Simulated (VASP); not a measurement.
Crystal: Ni.

```
Ni
1.0
     0.00000    1.73757    1.73757
     1.73757    0.00000    1.73757
     1.73757    1.73757    0.00000
Ni
1
Direct
  0.00000 0.00000 0.00000
```

```yaml
Program: VASP 6.6.1
Task: relaxation of cell and atoms
Functional: vdW-DF2
Potentials_or_basis: VASP PAW PBE potentials, release 64 (Ni)
Cutoff: 600 eV
k_mesh: 13 × 13 × 13
Occupations: fermi-dirac, width 0.05 eV
Spin: collinear spin, ferromagnetic start
Starting_moments: "[1.0] μB"
```

At the start: pressure 23.0 GPa; volume 10.49 Å³/atom.

Question: How do energy, volume and symmetry change on relaxing?

Answer: Over 3 steps the energy falls by 79.8 meV/atom and the volume is 11.75 Å³/atom (+12.0 %); space group Fm-3m (No. 225, to 0.05 Å); moment 0.61 μB per cell.

The path:
```
step  energy change (eV)  largest force (eV/Å)  pressure (GPa)  volume (Å³)
   1              0.0000                0.0000           22.98        10.49
   2             -0.0312                0.0000          -11.67        12.95
   3             -0.0798                0.0000           -0.13        11.75
```

Final structure:
```
Ni
1.0
     0.00000    1.80451    1.80451
     1.80451    0.00000    1.80451
     1.80451    1.80451    0.00000
Ni
1
Direct
  0.00000 0.00000 0.00000
```

Caveat: the PAW data sets were made with another functional, which shifts forces and pressure a little.
